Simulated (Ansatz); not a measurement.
HgTe (Coloradoite):

```
CELL_PARAMETERS angstrom
0.00000 3.21450 3.21450
3.21450 0.00000 3.21450
3.21450 3.21450 0.00000
ATOMIC_POSITIONS crystal
Hg 0.00000 0.00000 0.00000
Te 0.75000 0.75000 0.75000
```

- Program: Ansatz 0.2.0
- Task: relaxation of cell and atoms
- Functional: BLYP
- Dispersion: D3(BJ)
- Potentials or basis: Ansatz PAW
- Cutoff: 420 eV (not typed: the program's choice for these potentials)
- k mesh: 7 × 7 × 7
- Occupations: fermi-dirac, width 0.05 eV
- Spin: no spin polarisation

At the start: volume 33.22 Å³/atom.

**Question.** How do energy, volume and symmetry change on relaxing?

**Answer.** It ends after 5 steps and the volume is 35.39 Å³/atom (+6.5 %); space group F-43m (No. 216, to 0.05 Å).

The path:
```csv
step,energy change (eV),largest force (eV/Å),volume (Å³)
1,0.0000,0.0000,66.43
2,-0.0246,0.0000,73.44
3,-0.0357,0.0000,71.15
4,-0.0360,0.0000,70.78
5,-0.0369,0.0000,70.78
```

Final structure:
```
Hg Te
1.0
     0.00000    3.28317    3.28317
     3.28317    0.00000    3.28317
     3.28317    3.28317    0.00000
Hg Te
1 1
Direct
  0.00000 0.00000 0.00000
  0.75000 0.75000 0.75000
```

Caveat: the plane-wave basis is chosen anew once the cell has moved, so the energies of steps on either side of that aren't comparable; the PAW data sets come from PBE, with cores solved anew for the run's functional, which leaves a small shift of forces and pressure.
